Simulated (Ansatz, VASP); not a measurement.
Given: the input of a run of Ansatz 0.2.0 on GaSb. 

Contents of input.yaml:

```yaml
crystal:
  lattice:
    - [0.0, 3.059, 3.059]
    - [3.059, 0.0, 3.059]
    - [3.059, 3.059, 0.0]
  atoms:
    - { symbol: Sb, position: [0.75, 0.75, 0.75] }
    - { symbol: Ga, position: [0.0, 0.0, 0.0] }
hamiltonian:
  xc: pbe
  pseudopotentials: { kind: paw }
kpoints:
  mp_grid: { grid: [8, 8, 8] }
scf:
  occupations: { method: gaussian, width: 0.015 }
output:
  forces: true
  stress: true
  eigenvalues: true
```

Potentials or basis: Ansatz PAW.

Launch:

```bash
$ ansatz run input.yaml --threads 2 --pin off --max-ram 5632MiB --backend cpu --events-out ev --progress --plain --runs-dir out
```

**Question.** What does the same run look like in VASP 6.6.1? Potentials or basis there: PBE PAW files Ga_d, Sb, 520 eV.

**Answer.** As run (cutoffs and basis follow the program's own potentials, and thresholds, step limits or extra output files can differ):

File INCAR:

```
SYSTEM = GaSb
PREC     = Accurate       ! precision mode
ENCUT    = 520            ! plane-wave cutoff, eV
EDIFF    = 1E-7           ! SCF threshold, eV
ISMEAR   = 0              ! smearing method
SIGMA    = 0.015          ! smearing width, eV
LREAL    = .False.        ! projectors in reciprocal space
LASPH    = .True.         ! aspherical terms in the spheres
NELM     = 100            ! most SCF steps
ALGO     = Fast           ! electronic algorithm
ISIF     = 2              ! what is computed and relaxed
LWAVE    = .False.        ! write WAVECAR
LCHARG   = .True.         ! write CHGCAR
GGA      = PE             ! functional
LELF     = .True.         ! ELF
LVHAR    = .True.       
NBANDS   = 16             ! bands
```

Contents of KPOINTS:

```
regular mesh
0
Gamma
  8 8 8
  0 0 0
```

Contents of POSCAR:

```
GaSb
1.0
    0.0000000000      3.0590000000      3.0590000000
    3.0590000000      0.0000000000      3.0590000000
    3.0590000000      3.0590000000      0.0000000000
Sb Ga
1 1
Direct
    0.7500000000      0.7500000000      0.7500000000
    0.0000000000      0.0000000000      0.0000000000
```

Potentials or basis: VASP PAW PBE potentials, release 64 (Sb, Ga_d).

The run is started by

```console
$ cat potpaw_PBE.64/Sb/POTCAR potpaw_PBE.64/Ga_d/POTCAR > POTCAR
$ mpirun -np 1 vasp_std > vasp.out
```

Both were run:

|  | Ansatz | VASP |
| --- | --- | --- |
| Pressure | 2.3 GPa | 2.3 GPa |

Ansatz's pressure holds a Pulay term of +0.04 GPa for its cutoff of 420 eV, which the other run lacks.

The potentials hold 28 and 18 valence electrons a cell.

Where Ansatz's input types no cutoff or centring, it takes its own default and a Γ-centred mesh.

Pressure is positive in compression.
